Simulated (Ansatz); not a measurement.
# Dielectric response of SiC (10-10) films, part 2 of 5

Wanted: ε of wurtzite SiC (10-10) by finite fields on slabs, and the band edges against the vacuum where run.

Ansatz 0.2.0; plane-wave DFT, r2SCAN, Ansatz PAW (set soft_1); PAW set soft_1 (the session's first sound run).

So far, gap on the k-mesh (eV): step 2 (relaxation, 12 atoms, units 3) 1.65.

**3. Single point on the relaxed film, 12 atoms, units 3**

The film was relaxed beforehand; a single point on the relaxed positions gives its levels and potential.

The input, input.yaml:

```yaml
crystal:
  lattice:
    - [3.08, 0.0, 0.0]
    - [0.0, 5.05, 0.0]
    - [0.0, 0.0, 24.2238359019]
  atoms:
    - { symbol: Si, position: [0.0, 0.023457406, 0.3821482778] }
    - { symbol: C, position: [0.0, 0.3640882974, 0.3757951338] }
    - { symbol: Si, position: [0.5, 0.4918159772, 0.405201152] }
    - { symbol: C, position: [0.5, 0.8653667909, 0.40655464] }
    - { symbol: Si, position: [0.5, 0.0029645242, 0.482868176] }
    - { symbol: C, position: [0.5, 0.3773070157, 0.4822130807] }
    - { symbol: Si, position: [0.0, 0.5029645142, 0.5171318335] }
    - { symbol: C, position: [0.0, 0.8773070068, 0.5177869109] }
    - { symbol: Si, position: [0.0, -0.0081840079, 0.5947988535] }
    - { symbol: C, position: [0.0, 0.3653667968, 0.5934453476] }
    - { symbol: Si, position: [0.5, 0.5234573845, 0.6178517308] }
    - { symbol: C, position: [0.5, 0.8640882943, 0.6242048635] }
kpoints:
  mp_grid: { grid: [8, 6, 1] }
hamiltonian:
  xc: r2scan
  pseudopotentials: { kind: paw, azcp: { folder: soft_1 } }
scf:
  occupations: { method: fixed }
  convergence: { dr2_threshold: 1.0e-09 }
efield:
  axis: 3
  dipole_correction: true
  ramp_position: 0.97
  ramp_width: 0.06
output:
  eigenvalues: true
  write_potential: true
  write_density: true
  volumetric_format: npy
```

The run is started by

```sh
$ ansatz run input.yaml --threads 4 --pin off --max-ram 8192MiB --backend cpu --events-out ev --progress --plain --runs-dir out
```

Numbers of over 12 decimals in the logs are rounded to 6 here.

What it wrote:

```text
[...]
Crystal: 12 atoms, lattice volume = 376.778 Å³
Basis set: ecut = 500 eV, 9633 PW (Γ), exchange–correlation on 96×160×720 points (64 copies of the dense FFT grid, shifted against one another)
Bands: 36, of which v1, the nominal top of the filled ones, is band 24 counted from 1 (23 counted from 0)
Symmetry: 2 space group operations
k-points: 20 of 48 (time reversal used)
[...]
SCF iter   1: F=—  HF=-5353.782721 eV  |F-HF|=—  |Δ(HF+E_count)|=         —  Δρ=8.84e-2  dr2=4.10e1  dr2_τ=3.72e0  ethr=3.10e-3  p=0.000 e·Å  D=6.73e-14 V/Å  ΔV_dip=-0.00 eV  dr2_dipole=3.90e-8  V_vac-E_F(+/−)=10.14/10.14 eV  ⟨swp⟩=5.5  Hψ=3911  notcnv=0  defer=193
[...]
SCF iter  13: F=-5342.949227 eV  HF=-5342.949227 eV  |F-HF|=1.69e-10  |Δ(HF+E_count)|=   3.15e-9  Δρ=2.20e-7  dr2=1.57e-10  dr2_τ=4.97e-12  ethr=2.08e-12  p=0.000 e·Å  D=8.93e-8 V/Å  ΔV_dip=-0.00 eV  dr2_dipole=1.00e-13  V_vac-E_F(+/−)=5.54/5.54 eV  ⟨swp⟩=21.8  Hψ=5490  notcnv=0
SCF 1 converged in 13 iterations: F = -5342.949227 eV  dr2 = 1.57e-10
[...]
SCF converged after 13 iterations
[...]
Free energy (F): -5342.949227 eV
[...]
Internal energy: -5342.949227 eV  (E = F + TS)
E sigma→0 (E₀):  -5342.949227 eV
Fermi energy:    -0.532865 eV
Dipole field:    D = 0.000000 V/Å  (p = 0.000001 e·Å, saw-weighted, corrected)
Work function:   Φ+ = 5.5440 eV   Φ− = 5.5440 eV
[...]
--- Band table (eV; the first three rows and the last of 20) ---
  k-point 0: bands = [... 20 lower, -1.3750, -1.2956, -0.9959, -0.5545, 2.1524, 2.4105, 2.9110, 3.5485, ... 8 higher]
  k-point 1: bands = [... 20 lower, -1.8073, -1.4109, -1.1367, -0.6878, 2.1216, 2.4307, 2.8352, 3.3149, ... 8 higher]
  k-point 2: bands = [... 20 lower, -2.0778, -1.4875, -1.4669, -0.8821, 1.9856, 2.2227, 3.0706, 3.2295, ... 8 higher]
  k-point 19: bands = [... 20 lower, -2.8607, -2.8607, -1.0337, -1.0337, 1.1208, 1.1208, 3.5344, 3.5344, ... 8 higher]
```

Elapsed: 15 s, on 4 threads of Intel Xeon Platinum 8488C (Sapphire Rapids), shared host; peak memory 1.5 GiB; 58 s of CPU time.

This step gave:

```yaml
dipole_along_the_normal: 8.33e-7 e·Å
```

Running mean over 2.667 Å of the planar mean; the ramp of the sawtooth is left out. Electron's electrostatic potential energy less the highest filled level against z:

```csv
z (Å),electron's electrostatic potential energy less the highest filled level (eV)
3,5.54
4,5.54
5,5.54
6,5.52
7,5.07
8,0.734
9,-5.44
10,-7.22
11,-7.16
12,-6.84
13,-6.97
14,-7.40
15,-6.09
16,-0.872
17,4.65
18,5.49
19,5.54
20,5.54
21,5.54
```

The gap is 1.65 eV, with the valence edge 5.54 eV and the conduction edge 3.89 eV under the upper vacuum level.

**4. Atoms held, 12 atoms, units 3, field 0.05 V/Å**

A sawtooth potential applies the field, turning back in the middle of the vacuum. With the dipole correction the typed value is the field outside the slab. The induced dipole is small, so the SCF threshold is tight.

input.yaml: that of step 3 with these lines changed.

```diff
@@ -25,3 +25,3 @@
   occupations: { method: fixed }
-  convergence: { dr2_threshold: 1.0e-09 }
+  convergence: { dr2_threshold: 1.0e-10 }
 efield:
@@ -29,6 +29,6 @@
   dipole_correction: true
-  ramp_position: 0.97
-  ramp_width: 0.06
+  ramp_position: 0.9338
+  ramp_width: 0.1324
+  amplitude: 0.05
 output:
-  eigenvalues: true
   write_potential: true
```

What it wrote:

```text
[...]
Crystal: 12 atoms, lattice volume = 376.778 Å³
Basis set: ecut = 500 eV, 9633 PW (Γ), exchange–correlation on 96×160×720 points (64 copies of the dense FFT grid, shifted against one another)
Bands: 36, of which v1, the nominal top of the filled ones, is band 24 counted from 1 (23 counted from 0)
Symmetry: 2 space group operations
k-points: 20 of 48 (time reversal used)
[...]
SCF iter   1: F=—  HF=-5353.785998 eV  |F-HF|=—  |Δ(HF+E_count)|=         —  Δρ=8.84e-2  dr2=4.10e1  dr2_τ=3.72e0  ethr=3.10e-3  p=0.000 e·Å  D=2.42e-13 V/Å  ΔV_dip=-0.00 eV  dr2_dipole=3.74e-3  V_vac-E_F(+/−)=10.60/9.58 eV  ⟨swp⟩=5.6  Hψ=3914  notcnv=0  defer=194
[...]
SCF iter  14: F=-5342.950056 eV  HF=-5342.950056 eV  |F-HF|=5.37e-11  |Δ(HF+E_count)|=  4.54e-10  Δρ=1.25e-7  dr2=5.08e-11  dr2_τ=2.44e-12  ethr=1.00e-12  p=0.033 e·Å  D=1.59e-2 V/Å  ΔV_dip=-0.39 eV  dr2_dipole=9.61e-14  V_vac-E_F(+/−)=5.85/5.21 eV  ⟨swp⟩=21.9  Hψ=5664  notcnv=0
SCF 1 converged in 14 iterations: F = -5342.950056 eV  dr2 = 5.08e-11
[...]
SCF converged after 14 iterations
[...]
Free energy (F): -5342.950056 eV
[...]
Internal energy: -5342.950056 eV  (E = F + TS)
E sigma→0 (E₀):  -5342.950056 eV
Fermi energy:    -0.532625 eV
Dipole field:    D = 0.015924 V/Å  (p = 0.033156 e·Å, saw-weighted, corrected)
Work function:   not extracted (applied field tilts the vacuum); planar V_es + V_field profile in the machine report
[...]
--- Band table (eV; the first three rows and the last of 20) ---
  k-point 0: bands = [... 20 lower, -1.3750, -1.2960, -0.9959, -0.5543, 2.1504, 2.4117, 2.9111, 3.5482, ... 8 higher]
  k-point 1: bands = [... 20 lower, -1.8073, -1.4113, -1.1367, -0.6876, 2.1196, 2.4321, 2.8351, 3.3146, ... 8 higher]
  k-point 2: bands = [... 20 lower, -2.0779, -1.4875, -1.4674, -0.8819, 1.9828, 2.2250, 3.0703, 3.2294, ... 8 higher]
  k-point 19: bands = [... 20 lower, -2.8619, -2.8594, -1.0513, -1.0165, 1.1033, 1.1380, 3.5300, 3.5383, ... 8 higher]
```

Elapsed: 16 s, on 4 threads; peak memory 1.5 GiB.

This step gave:

| Item | Value |
| --- | --- |
| gap on the k-mesh | 1.636 eV |
| dipole along the normal | 0.03316 e·Å |

The dipole is 0.0332 e·Å, and the gap on the mesh 1.636 eV.

**5. Atoms held, 12 atoms, units 3, field -0.05 V/Å**

input.yaml: that of step 4 with these lines changed.

```diff
@@ -31,3 +31,3 @@
   ramp_width: 0.1324
-  amplitude: 0.05
+  amplitude: -0.05
 output:
```

What it wrote:

```text
[...]
Crystal: 12 atoms, lattice volume = 376.778 Å³
Basis set: ecut = 500 eV, 9633 PW (Γ), exchange–correlation on 96×160×720 points (64 copies of the dense FFT grid, shifted against one another)
Bands: 36, of which v1, the nominal top of the filled ones, is band 24 counted from 1 (23 counted from 0)
Symmetry: 2 space group operations
k-points: 20 of 48 (time reversal used)
[...]
k-point 0: bands = [... 20 lower, -1.3750, -1.2960, -0.9959, -0.5543, 2.1504, 2.4117, 2.9111, 3.5482, ... 8 higher]
  k-point 1: bands = [... 20 lower, -1.8073, -1.4113, -1.1367, -0.6876, 2.1196, 2.4321, 2.8351, 3.3146, ... 8 higher]
  k-point 2: bands = [... 20 lower, -2.0779, -1.4875, -1.4674, -0.8819, 1.9828, 2.2250, 3.0703, 3.2294, ... 8 higher]
  k-point 19: bands = [... 20 lower, -2.8619, -2.8594, -1.0513, -1.0165, 1.1033, 1.1380, 3.5300, 3.5383, ... 8 higher]
[key lines of the parts left out:]
SCF converged after 14 iterations
Free energy (F): -5342.950056 eV
Fermi energy:    -0.532625 eV
Dipole field:    D = -0.015923 V/Å  (p = -0.033155 e·Å, saw-weighted, corrected)
```

Wall time 16 s (4 threads); peak memory 1.5 GiB; 60 s of CPU time.

The dipole is -0.0332 e·Å, and the gap on the mesh 1.636 eV.

**6. Response with the atoms held, 12 atoms, units 3**

This step: plane-wave DFT, r2SCAN, Ansatz PAW (set soft_1); response to a field along the normal, atoms held; PAW set soft_1 (Ansatz 0.2.0).

The two fields give this film's response with the atoms held: the electronic part.

This step gave:

| Property | Result |
| --- | --- |
| equivalent conductor thickness p/(ε₀AE) | 7.714 Å |
| distance between the outer atoms | 6.017 Å |
| thickness | 8.002 Å |

Local field over the applied field, running mean. From the potentials at -0.05 and 0.05 V/Å; running mean over 2.667 Å, taken twice. Local field over applied field against z:

```csv
z (Å),local field over applied field
4.5,0.995
5.0,0.987
5.5,0.968
6.0,0.929
6.5,0.862
7.0,0.765
7.5,0.641
8.0,0.504
8.5,0.371
9.0,0.261
9.5,0.182
10.0,0.135
10.5,0.113
11.0,0.109
11.5,0.109
12.0,0.110
12.5,0.110
13.0,0.109
13.5,0.110
14.0,0.122
14.5,0.157
15.0,0.222
15.5,0.318
16.0,0.443
16.5,0.581
17.0,0.712
17.5,0.822
18.0,0.903
18.5,0.954
19.0,0.981
19.5,0.993
20.0,0.994
```

Electrons, planar mean, per unit field. Table of induced electron density by z:

z (Å), induced electron density (e/Å³ per V/Å) and a bar from the least value:
```
      4.5    0.00001 ###############
      5.0    0.00002 ###############
      5.5    0.00005 ###############
      6.0    0.00015 ################
      6.5    0.00042 #################
      7.0    0.00101 ####################
      7.5    0.00210 #########################
      8.0    0.00322 ##############################
      8.5    0.00266 ###########################
      9.0    0.00106 ####################
      9.5   -0.00011 ###############
     10.0   -0.00100 ###########
     10.5   -0.00038 #############
     11.0    0.00006 ################
     11.5    0.00098 ####################
     12.0    0.00063 ##################
     12.5   -0.00137 #########
     13.0   -0.00035 ##############
     13.5    0.00017 ################
     14.0    0.00075 ###################
     14.5    0.00085 ###################
     15.0   -0.00085 ###########
     15.5   -0.00167 ########
     16.0   -0.00332 
     16.5   -0.00267 ###
     17.0   -0.00145 #########
     17.5   -0.00063 ############
     18.0   -0.00024 ##############
     18.5   -0.00009 ###############
     19.0   -0.00003 ###############
     19.5   -0.00001 ###############
     20.0    0.00000 ###############
```

By hand: between -0.05 and 0.05 V/Å the dipole changes by 0.06631 e·Å, a slope of 0.6631 e·Å²/V. A perfect conductor of thickness t has p = ε₀AEt, so t = 180.95 × 0.6631 / 15.554 = 7.71 Å (e/ε₀ = 180.95 V·Å, A in Å²).

The induced dipole is that of a conductor 7.71 Å thick.

**7. Relaxing in the field, 12 atoms, field 0.05 V/Å**

This step: plane-wave DFT, r2SCAN, Ansatz PAW (set soft_1); PAW set soft_1 (Ansatz 0.2.0).

Now the atoms may follow the field. A weak field makes forces of meV/Å to tens of meV/Å, so the force tolerance is set well below the usual one.

input.yaml: that of step 5 with these lines changed.

```diff
@@ -31,3 +31,6 @@
   ramp_width: 0.1324
-  amplitude: -0.05
+  amplitude: 0.05
+relax:
+  f_tol: 0.0006
+  max_steps: 70
 output:
```

What it wrote:

```text
[...]
Crystal: 12 atoms, lattice volume = 376.778 Å³
Basis set: ecut = 500 eV, 9633 PW (Γ), exchange–correlation on 96×160×720 points (64 copies of the dense FFT grid, shifted against one another)
Bands: 36, of which v1, the nominal top of the filled ones, is band 24 counted from 1 (23 counted from 0)
Symmetry: 2 space group operations
k-points: 20 of 48 (time reversal used)
[...]
SCF iter   1: F=—  HF=-5353.785999 eV  |F-HF|=—  |Δ(HF+E_count)|=         —  Δρ=8.84e-2  dr2=4.10e1  dr2_τ=3.72e0  ethr=3.10e-3  p=0.000 e·Å  D=2.27e-13 V/Å  ΔV_dip=-0.00 eV  dr2_dipole=3.74e-3  V_vac-E_F(+/−)=10.60/9.58 eV  ⟨swp⟩=5.6  Hψ=3914  notcnv=0  defer=194
[...]
SCF iter  14: F=-5342.950056 eV  HF=-5342.950056 eV  |F-HF|=4.18e-11  |Δ(HF+E_count)|=  4.37e-10  Δρ=1.26e-7  dr2=5.12e-11  dr2_τ=2.46e-12  ethr=1.00e-12  p=0.033 e·Å  D=1.59e-2 V/Å  ΔV_dip=-0.39 eV  dr2_dipole=9.40e-14  V_vac-E_F(+/−)=5.85/5.21 eV  ⟨swp⟩=9.0  Hψ=4134  notcnv=0
SCF 1 converged in 14 iterations: F = -5342.950056 eV  dr2 = 5.12e-11
[...]
relax step   1: F+E_penalty+E_count = -5342.95005582 eV  Δ(F+E_penalty+E_count) = +0.000e0 eV  max|allowed force component| = 1.752e-2 eV/Å  Δτ_max = 0.0000 Å  (14 SCF iters, accepted)
[...]
SCF iter   7: F=-5342.950086 eV  HF=-5342.950086 eV  |F-HF|=7.28e-11  |Δ(HF+E_count)|=  3.64e-10  Δρ=1.38e-7  dr2=5.30e-11  dr2_τ=2.94e-12  ethr=1.00e-12  p=0.034 e·Å  D=1.63e-2 V/Å  ΔV_dip=-0.40 eV  dr2_dipole=1.41e-12  V_vac-E_F(+/−)=5.84/5.22 eV  ⟨swp⟩=8.3  Hψ=4124  notcnv=0
SCF 2 converged in 7 iterations: F = -5342.950086 eV  dr2 = 5.30e-11
relax step   2: F+E_penalty+E_count = -5342.95008570 eV  Δ(F+E_penalty+E_count) = -2.989e-5 eV  max|allowed force component| = 8.281e-3 eV/Å  Δτ_max = 0.0009 Å  (7 SCF iters, accepted)
SCF iter   1: F=—  HF=-5342.950117 eV  |F-HF|=—  |Δ(HF+E_count)|=         —  Δρ=5.61e-5  dr2=2.04e-5  dr2_τ=1.01e-5  ethr=4.10e-7  p=0.034 e·Å  D=1.63e-2 V/Å  ΔV_dip=-0.40 eV  dr2_dipole=5.39e-6  V_vac-E_F(+/−)=5.84/5.22 eV  ⟨swp⟩=2.5  Hψ=1508  notcnv=0  defer=200
[...]
SCF iter   7: F=-5342.950094 eV  HF=-5342.950094 eV  |F-HF|=6.37e-11  |Δ(HF+E_count)|=  6.93e-10  Δρ=1.68e-7  dr2=7.01e-11  dr2_τ=4.12e-12  ethr=1.00e-12  p=0.035 e·Å  D=1.67e-2 V/Å  ΔV_dip=-0.40 eV  dr2_dipole=1.86e-13  V_vac-E_F(+/−)=5.84/5.22 eV  ⟨swp⟩=7.0  Hψ=4570  notcnv=0
SCF 3 converged in 7 iterations: F = -5342.950094 eV  dr2 = 7.01e-11
relax step   3: F+E_penalty+E_count = -5342.95009373 eV  Δ(F+E_penalty+E_count) = -8.024e-6 eV  max|allowed force component| = 1.043e-3 eV/Å  Δτ_max = 0.0006 Å  (7 SCF iters, accepted)
SCF iter   1: F=—  HF=-5342.950111 eV  |F-HF|=—  |Δ(HF+E_count)|=         —  Δρ=1.28e-5  dr2=7.04e-7  dr2_τ=5.64e-7  ethr=2.12e-8  p=0.035 e·Å  D=1.67e-2 V/Å  ΔV_dip=-0.40 eV  dr2_dipole=4.48e-9  V_vac-E_F(+/−)=5.84/5.22 eV  ⟨swp⟩=2.5  Hψ=1473  notcnv=0  defer=139
[...]
SCF iter   6: F=-5342.950094 eV  HF=-5342.950094 eV  |F-HF|=2.36e-11  |Δ(HF+E_count)|=  6.91e-11  Δρ=1.08e-7  dr2=3.73e-11  dr2_τ=7.81e-13  ethr=1.00e-12  p=0.035 e·Å  D=1.67e-2 V/Å  ΔV_dip=-0.40 eV  dr2_dipole=4.77e-12  V_vac-E_F(+/−)=5.84/5.22 eV  ⟨swp⟩=8.1  Hψ=3883  notcnv=0
SCF 4 converged in 6 iterations: F = -5342.950094 eV  dr2 = 3.73e-11
relax step   4: F+E_penalty+E_count = -5342.95009398 eV  Δ(F+E_penalty+E_count) = -2.480e-7 eV  max|allowed force component| = 1.815e-4 eV/Å  Δτ_max = 0.0001 Å  (6 SCF iters, accepted)
NSCF: frozen V_eff on 20 k-points
[...]
SCF iter   2: F=-5342.950094 eV  HF=-5342.950094 eV  |F-HF|=7.28e-12  |Δ(HF+E_count)|=  3.55e-11  Δρ=5.91e-8  dr2=1.38e-11  dr2_τ=2.13e-13  ethr=1.00e-12  p=0.035 e·Å  D=1.67e-2 V/Å  ΔV_dip=-0.40 eV  dr2_dipole=3.56e-12  V_vac-E_F(+/−)=5.84/5.22 eV  ⟨swp⟩=7.2  Hψ=3602  notcnv=0
SCF 5 converged in 2 iterations: F = -5342.950094 eV  dr2 = 1.38e-11
[...]
SCF converged after 2 iterations
[...]
Free energy (F): -5342.950094 eV
[...]
Internal energy: -5342.950094 eV  (E = F + TS)
E sigma→0 (E₀):  -5342.950094 eV
Fermi energy:    -0.532814 eV
Dipole field:    D = 0.016661 V/Å  (p = 0.034691 e·Å, saw-weighted, corrected)
Work function:   not extracted (applied field tilts the vacuum); planar V_es + V_field profile in the machine report
[...]
--- Forces (eV/Å), atoms counted from 1 ---
  atom   1  Si     0.00000000    -0.00002221    -0.00010030
  atom   2  C      0.00000000    -0.00003804     0.00006281
  atom   3  Si     0.00000000     0.00000121    -0.00016685
  atom   4  C      0.00000000     0.00002848    -0.00006913
  atom   5  Si     0.00000000    -0.00017208     0.00012469
  atom   6  C      0.00000000    -0.00006608     0.00015494
  atom   7  Si     0.00000000     0.00017977     0.00009406
  atom   8  C      0.00000000     0.00004448     0.00013238
  atom   9  Si     0.00000000     0.00001691    -0.00014132
  atom  10  C      0.00000000    -0.00004448    -0.00004058
  atom  11  Si     0.00000000    -0.00000153    -0.00010053
  atom  12  C      0.00000000     0.00006284     0.00004409
  max |Σ_I F_I| component: 1.07e-5 eV/Å
--- Band table (eV; the first three rows and the last of 20) ---
  k-point 0: bands = [... 20 lower, -1.3751, -1.2959, -0.9960, -0.5544, 2.1516, 2.4108, 2.9109, 3.5482, ... 8 higher]
  k-point 1: bands = [... 20 lower, -1.8074, -1.4112, -1.1369, -0.6877, 2.1209, 2.4311, 2.8350, 3.3146, ... 8 higher]
  k-point 2: bands = [... 20 lower, -2.0780, -1.4877, -1.4672, -0.8820, 1.9846, 2.2234, 3.0703, 3.2293, ... 8 higher]
  k-point 19: bands = [... 20 lower, -2.8614, -2.8600, -1.0455, -1.0223, 1.1115, 1.1299, 3.5306, 3.5376, ... 8 higher]
--- Relaxed structure (4 steps of the walk, 4 accepted, 0 SCFs on fresh bases) ---
  F+E_penalty+E_count = -5342.95009398 eV   max|allowed force component| = 1.815e-4 eV/Å
  atoms:
    - { symbol: Si, position: [0.0, 0.023514, 0.382180] }
    - { symbol: C, position: [0.0, 0.364156, 0.375754] }
    - { symbol: Si, position: [0.5, 0.491820, 0.405211] }
    - { symbol: C, position: [0.5, 0.865377, 0.406547] }
    - { symbol: Si, position: [0.5, 0.00297497, 0.482888] }
    - { symbol: C, position: [0.5, 0.377314, 0.482200] }
    - { symbol: Si, position: [0.0, 0.502950, 0.517152] }
    - { symbol: C, position: [0.0, 0.877297, 0.517773] }
    - { symbol: Si, position: [0.0, -0.0081864, 0.594810] }
    - { symbol: C, position: [0.0, 0.365351, 0.593438] }
    - { symbol: Si, position: [0.5, 0.523403, 0.617882] }
    - { symbol: C, position: [0.5, 0.864029, 0.624165] }
```

Elapsed: 41 s, on 4 threads; peak memory 1.6 GiB.

Hardly anything moved in the relaxation; the energy changed by under 0.2 meV an atom.

This step gave:

| Quantity | Value |
| --- | --- |
| gap on the k-mesh | 1.644 eV |
| dipole along the normal | 0.03469 e·Å |

The relaxation took 4 steps and lowered the energy by 3.8e-5 eV; the largest force on the free atoms ends at 1.8e-4 eV/Å.

The dipole is 0.0347 e·Å, and the gap on the mesh 1.644 eV.

**8. Field on, atoms free, 12 atoms, field -0.05 V/Å**

The opposite sign, again from the field-free geometry; the difference of the two cancels what relaxes without a field.

input.yaml: that of step 7 with these lines changed.

```diff
@@ -31,3 +31,3 @@
   ramp_width: 0.1324
-  amplitude: 0.05
+  amplitude: -0.05
 relax:
```

What it wrote:

```text
[...]
Crystal: 12 atoms, lattice volume = 376.778 Å³
Basis set: ecut = 500 eV, 9633 PW (Γ), exchange–correlation on 96×160×720 points (64 copies of the dense FFT grid, shifted against one another)
Bands: 36, of which v1, the nominal top of the filled ones, is band 24 counted from 1 (23 counted from 0)
Symmetry: 2 space group operations
k-points: 20 of 48 (time reversal used)
[...]
- { symbol: Si, position: [0.5, 0.0029503, 0.482848] }
    - { symbol: C, position: [0.5, 0.377297, 0.482227] }
    - { symbol: Si, position: [0.0, 0.502975, 0.517112] }
    - { symbol: C, position: [0.0, 0.877314, 0.517800] }
    - { symbol: Si, position: [0.0, -0.00818018, 0.594789] }
    - { symbol: C, position: [0.0, 0.365377, 0.593453] }
    - { symbol: Si, position: [0.5, 0.523514, 0.617820] }
    - { symbol: C, position: [0.5, 0.864156, 0.624246] }
[key lines of the parts left out:]
SCF converged after 2 iterations
Free energy (F): -5342.950094 eV
Fermi energy:    -0.532814 eV
Dipole field:    D = -0.016661 V/Å  (p = -0.034691 e·Å, saw-weighted, corrected)
```

Elapsed: 42 s, on 4 threads; peak memory 1.5 GiB; 2.7 min of CPU time.

Hardly anything moved in the relaxation; the energy changed by under 0.2 meV an atom.

The relaxation took 4 steps and lowered the energy by 3.8e-5 eV; the largest force on the free atoms ends at 1.8e-4 eV/Å.

The dipole is -0.0347 e·Å, and the gap on the mesh 1.644 eV.

**9. Response with the atoms relaxed, 12 atoms, units 3**

This step: plane-wave DFT, r2SCAN, Ansatz PAW (set soft_1); response to a field along the normal, atoms relaxed; PAW set soft_1 (Ansatz 0.2.0).

The two relaxed runs give the static response.

This step gave:

```
equivalent conductor thickness p/(ε₀AE) : 8.072 Å
```

Local field over the applied field, running mean. From the potentials at -0.05 and 0.05 V/Å; running mean over 2.667 Å, taken twice. Local field over applied field against z:

```csv
z (Å),local field over applied field
4.5,0.996
5.0,0.988
5.5,0.970
6.0,0.930
6.5,0.861
7.0,0.765
7.5,0.630
8.0,0.480
8.5,0.339
9.0,0.226
9.5,0.136
10.0,0.0849
10.5,0.0705
11.0,0.0654
11.5,0.0668
12.0,0.0648
12.5,0.0676
13.0,0.0650
13.5,0.0677
14.0,0.0767
14.5,0.105
15.0,0.184
15.5,0.284
16.0,0.415
16.5,0.564
17.0,0.708
17.5,0.822
18.0,0.903
18.5,0.956
19.0,0.982
19.5,0.993
20.0,0.994
```

The induced dipole is that of a conductor 8.07 Å thick.

(Continued in part 3 of 5.)

[Logs are printed without paths, hosts, clocks, repeated set-up lines and the standing remarks that a program may print on its own settings, such as how far it seeks lower states.]

[Hosts, paths, dates, database ids (printed as entryN), source tags and the programs' standing remarks are cut or masked in the printed files.]

[Maps of the electrostatic potential energy from Ansatz leave out the sawtooth potential of an applied field or a dipole correction, so their vacuum need not be flat; planar profiles and work functions include it.]
